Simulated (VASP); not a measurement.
## InSb (strained zincblende): a r²SCAN single-point calculation in VASP

INCAR

```
ENCUT = 520
LREAL = .FALSE.
ALGO = Normal
ISIF = 2
METAGGA = R2SCAN
LWAVE = .FALSE.
LASPH = .TRUE.
EDIFF = 1E-7
SIGMA = 0.02
NBANDS = 16
PREC = Accurate
NSW = 0
LCHARG = .FALSE.
IBRION = -1
NELM = 120
ISMEAR = -1
```

KPOINTS

```
KPOINTS created by Atomic Simulation Environment
0
Gamma
6 6 6
0 0 0
```

KPOINTS_OPT

```
special points
7
Reciprocal
0.0000000000 0.0000000000 0.0000000000 1
-0.5000000000 -0.5000000000 0.0000000000 1
-0.3750000000 -0.3750000000 0.2500000000 1
-0.3750000000 0.0000000000 0.3750000000 1
0.0000000000 0.0000000000 0.5000000000 1
-0.5000000000 -0.2500000000 0.2500000000 1
-0.0156250000 0.0000000000 -0.0156250000 1
```

POSCAR

```
In Sb
 1.0000000000000000
     0.0000000000000000    3.2795130080999999    3.1483324876999998
     3.2795130080999999    0.0000000000000000    3.1483324876999998
     3.2795130080999999    3.2795130080999999    0.0000000000000000
 In  Sb
   1   1
Cartesian
  0.0000000000000000  0.0000000000000000  0.0000000000000000
  1.6397565040500000  1.6397565040500000  1.5741662438500004
```

VASP ran with the recommended PBE PAW datasets (18 valence electrons in the cell).

Command

```
mpirun -np 1 vasp_std
```

OSZICAR

```
N       E                     dE             d eps       ncg     rms          rms(c)
DAV:   1     0.724532563831E+02    0.72453E+02   -0.81130E+03   960   0.116E+03
DAV:   2    -0.439979199673E+02   -0.11645E+03   -0.11247E+03  1088   0.292E+02
DAV:   3    -0.515785814808E+02   -0.75807E+01   -0.75498E+01  1184   0.769E+01
DAV:   4    -0.517963409344E+02   -0.21776E+00   -0.21770E+00  1304   0.143E+01
DAV:   5    -0.518095671131E+02   -0.13226E-01   -0.13226E-01  1416   0.288E+00    0.550E+00
DAV:   6    -0.487280996173E+02    0.30815E+01   -0.12788E+00  1288   0.208E+01    0.284E+00
DAV:   7    -0.487189806254E+02    0.91190E-02   -0.72884E-02  1112   0.251E+00    0.168E+00
DAV:   8    -0.487257195818E+02   -0.67390E-02   -0.26370E-02  1272   0.124E+00    0.498E-01
DAV:   9    -0.487256380827E+02    0.81499E-04   -0.21682E-03  1360   0.572E-01    0.157E-01
DAV:  10    -0.487256204144E+02    0.17668E-04   -0.37885E-04  1264   0.169E-01    0.632E-02
DAV:  11    -0.487256267697E+02   -0.63553E-05   -0.45936E-05  1272   0.899E-02    0.489E-02
DAV:  12    -0.487256266282E+02    0.14144E-06   -0.37109E-06  1288   0.152E-02    0.171E-02
DAV:  13    -0.487256237847E+02    0.28435E-05   -0.41918E-06  1304   0.332E-02    0.857E-03
DAV:  14    -0.487256236410E+02    0.14368E-06   -0.11306E-07  1024   0.292E-03    0.127E-03
DAV:  15    -0.487256237789E+02   -0.13789E-06   -0.84995E-08   728   0.542E-03    0.528E-04
DAV:  16    -0.487256237862E+02   -0.72382E-08   -0.68070E-09   720   0.676E-04
   1 F= -.48725624E+02 E0= -.48725588E+02  d E =-.707205E-04
       N       E                     dE             ncg
DAV:   1     0.740029520621E+03   -0.27349E+04      224
DAV:   2    -0.936275429084E+02   -0.83366E+03      256
DAV:   3    -0.148070048614E+03   -0.54443E+02      272
DAV:   4    -0.149752451469E+03   -0.16824E+01      344
DAV:   5    -0.149825366808E+03   -0.72915E-01      328
DAV:   6    -0.149826857634E+03   -0.14908E-02      336
DAV:   7    -0.149826938885E+03   -0.81252E-04      312
DAV:   8    -0.149826940151E+03   -0.12656E-05      344
DAV:   9    -0.149826940170E+03   -0.18889E-07      240
```

From OUTCAR

```
k-points           NKPTS =     30   k-points in BZ     NKDIM =     30   number of bands    NBANDS=     16

   NELECT =      18.0000    total number of electrons

   dimension x,y,z NGX =    36 NGY =   36 NGZ =   36
   dimension x,y,z NGXF=    72 NGYF=   72 NGZF=   72

  energy-cutoff  :      520.00
  volume of cell :       67.72
      direct lattice vectors                 reciprocal lattice vectors
     0.000000000  3.279513008  3.148332488    -0.152461661  0.152461661  0.158814230
     3.279513008  0.000000000  3.148332488     0.152461661 -0.152461661  0.158814230
     3.279513008  3.279513008  0.000000000     0.152461661  0.152461661 -0.158814230

 k-points in reciprocal lattice and weights: KPOINTS created by Atomic Simulation Env
   0.00000000  0.00000000  0.00000000       0.005
   0.16666667  0.00000000  0.00000000       0.037
   0.33333333  0.00000000  0.00000000       0.037
   0.50000000  0.00000000  0.00000000       0.019
   0.16666667  0.16666667  0.00000000       0.009
   0.33333333  0.16666667  0.00000000       0.037
   0.50000000  0.16666667  0.00000000       0.037
  -0.33333333  0.16666667  0.00000000       0.037
   ...

 E-fermi :   5.1643

 k-point     1 :       0.0000    0.0000    0.0000
  band No.  band energies     occupation
      1     -10.1459      2.00000
      2     -10.1459      2.00000
      3     -10.1376      2.00000
      4     -10.0442      2.00000
      5     -10.0373      2.00000
      6      -6.1727      2.00000
      7       4.9031      2.00000
      8       4.9031      2.00000
      9       5.1043      1.90512
     10       5.2243      0.09489
     11       8.1248      0.00000
     12       8.2262      0.00000
     13       8.2262      0.00000
     14      11.1729      0.00000
     15      13.3709      0.00000
     16      13.9195      0.00000

 k-point     2 :       0.1667    0.0000    0.0000
  band No.  band energies     occupation
      1     -10.1568      2.00000
      2     -10.1397      2.00000
      3     -10.1340      2.00000
      4     -10.0449      2.00000
      5     -10.0372      2.00000
      6      -5.9075      2.00000
      7       2.5441      2.00000
      8       4.5340      2.00000
      9       4.7109      2.00000
     10       6.2708      0.00000
     11       8.6065      0.00000
     12       8.6784      0.00000
     13       9.0831      0.00000
     14      12.2620      0.00000
     15      12.5493      0.00000
     16      12.8784      0.00000

 k-point     3 :       0.3333    0.0000    0.0000
  band No.  band energies     occupation
      1     -10.1823      2.00000
      2     -10.1288      2.00000
      3     -10.1237      2.00000
      4     -10.0450      2.00000
      5     -10.0354      2.00000
      6      -5.2194      2.00000
      7       0.2472      2.00000
      8       3.9972      2.00000
      9       4.2381      2.00000
     10       5.9633      0.00000
     11       9.0049      0.00000
     12       9.1541      0.00000
     13      11.2280      0.00000
     14      12.1612      0.00000
     15      13.1894      0.00000
     16      13.2040      0.00000

 k-point     4 :       0.5000    0.0000    0.0000
  band No.  band energies     occupation
      1     -10.1949      2.00000
      2     -10.1242      2.00000
      3     -10.1192      2.00000
      4     -10.0443      2.00000
      5     -10.0336      2.00000
      6      -4.7112      2.00000
      7      -0.8238      2.00000
      8       3.7829      2.00000
      9       4.0512      2.00000
     10       5.7932      0.00000
     11       8.9637      0.00000
     12       9.1976      0.00000
     13      11.4576      0.00000
     14      13.8078      0.00000
     15      14.5945      0.00000
     16      14.8891      0.00000

 k-point     5 :       0.1667    0.1667    0.0000
  band No.  band energies     occupation
      1     -10.1634      2.00000
      2     -10.1336      2.00000
      3     -10.1336      2.00000
      4     -10.0495      2.00000
      5     -10.0342      2.00000
      6      -5.8019      2.00000
      7       2.6092      2.00000
      8       3.9851      2.00000
      9       3.9851      2.00000
     10       6.9280      0.00000
     11       7.7480      0.00000
     12       9.5490      0.00000
     13       9.5490      0.00000
     14      11.7313      0.00000
     15      13.0196      0.00000
     16      13.6890      0.00000

 k-point     6 :       0.3333    0.1667    0.0000
  band No.  band energies     occupation
      1     -10.1876      2.00000
      2     -10.1222      2.00000
      3     -10.1219      2.00000
      4     -10.0529      2.00000
      5     -10.0318      2.00000
      6      -5.2292      2.00000
      7       0.7827      2.00000
      8       3.3699      2.00000
      9       3.4591      2.00000
     10       7.0089      0.00000
     11       8.1467      0.00000
     12      10.0247      0.00000
     13      10.1736      0.00000
     14      12.7096      0.00000
     15      13.8675      0.00000
     16      14.1128      0.00000

 k-point     7 :       0.5000    0.1667    0.0000
  band No.  band energies     occupation
      1     -10.2017      2.00000
      2     -10.1164      2.00000
      3     -10.1156      2.00000
      4     -10.0505      2.00000
      5     -10.0321      2.00000
      6      -4.5742      2.00000
      7      -0.6499      2.00000
      8       2.7939      2.00000
      9       3.3593      2.00000
     10       6.8668      0.00000
     11       8.9377      0.00000
     12       9.9144      0.00000
     13      10.8333      0.00000
     14      13.3987      0.00000
     15      14.7403      0.00000
     16      14.9009      0.00000

 k-point     8 :      -0.3333    0.1667    0.0000
  band No.  band energies     occupation
      1     -10.1956      2.00000
      2     -10.1211      2.00000
      3     -10.1159      2.00000
      4     -10.0457      2.00000
      5     -10.0367      2.00000
      6      -4.7909      2.00000
      7      -0.2786      2.00000
      8       2.6548      2.00000
      9       3.7313      2.00000
     10       6.9456      0.00000
     11       9.1890      0.00000
     12       9.5435      0.00000
     13      11.2281      0.00000
     14      12.7041      0.00000
     15      13.2795      0.00000
     16      14.6658      0.00000

 k-point     9 :      -0.1667    0.1667    0.0000
  band No.  band energies     occupation
      1     -10.1755      2.00000
      2     -10.1328      2.00000
      3     -10.1222      2.00000
      4     -10.0435      2.00000
      5     -10.0391      2.00000
      6      -5.5050      2.00000
      7       1.3030      2.00000
      8       3.2899      2.00000
      9       4.3505      2.00000
     10       7.0181      0.00000
     11       8.9268      0.00000
     12       9.1018      0.00000
     13       9.7687      0.00000
     14      11.8248      0.00000
     15      13.1950      0.00000
     16      13.7721      0.00000

 k-point    10 :       0.3333    0.3333    0.0000
  band No.  band energies     occupation
      1     -10.2105      2.00000
      2     -10.1084      2.00000
      3     -10.1084      2.00000
      4     -10.0618      2.00000
      5     -10.0280      2.00000
      6      -4.8079      2.00000
      7       0.2950      2.00000
      8       2.8732      2.00000
      9       2.8732      2.00000
     10       6.2581      0.00000
     11       7.3433      0.00000
     12      11.8681      0.00000
     13      11.8681      0.00000
     14      12.5810      0.00000
     15      14.6168      0.00000
     16      16.0201      0.00000

 k-point    11 :       0.5000    0.3333    0.0000
  band No.  band energies     occupation
      1     -10.2211      2.00000
      2     -10.1033      2.00000
      3     -10.1020      2.00000
      4     -10.0624      2.00000
      5     -10.0279      2.00000
      6      -4.2200      2.00000
      7      -0.6702      2.00000
      8       2.1300      2.00000
      9       2.7180      2.00000
     10       6.5610      0.00000
     11       7.7185      0.00000
     12      11.5738      0.00000
     13      12.0494      0.00000
     14      14.2935      0.00000
     15      15.1307      0.00000
     16      15.9656      0.00000

 k-point    12 :      -0.3333    0.3333    0.0000
  band No.  band energies     occupation
      1     -10.2123      2.00000
      2     -10.1085      2.00000
      3     -10.1075      2.00000
      4     -10.0543      2.00000
      5     -10.0331      2.00000
      6      -4.2159      2.00000
      7      -0.7478      2.00000
      8       1.6973      2.00000
      9       3.0737      2.00000
     10       6.8341      0.00000
     11       9.8015      0.00000
     12      11.0991      0.00000
     13      11.3380      0.00000
     14      11.7892      0.00000
     15      13.1396      0.00000
     16      17.0706      0.00000

 ...

  Total        0.6240712      0.6240712      1.1039436      0.0000000      0.0000000      0.0000000
  in kB       14.7643870     14.7643870     26.1172938      0.0000000      0.0000000      0.0000000
  external PRESSURE =      18.5486892 kB  Pullay stress =       0.0000000 kB

 POSITION                                       TOTAL-FORCE (eV/Angst)
 -----------------------------------------------------------------------------------
      0.00000      0.00000      0.00000        -0.000000     -0.000000      0.000000
      1.63976      1.63976      1.57417         0.000000      0.000000     -0.000000
 -----------------------------------------------------------------------------------
    total drift:                               -0.000000     -0.000000     -0.000006

  FREE ENERGIE OF THE ION-ELECTRON SYSTEM (eV)
  ---------------------------------------------------
  free  energy   TOTEN  =       -48.7256237862 eV

  energy  without entropy=      -48.7255530656  energy(sigma->0) =      -48.72558843
```

```json
{"gap between bands v and c": "0.12 eV", "least direct gap": "0.12 eV", "pressure": "1.9 GPa"}
```

Band v is the last that the valence electrons fill when counted band by band, and c is the next.

The run took about 2.4 min on one core of a shared host (Intel Xeon Platinum 8488C) and held 0.23 GiB at most.
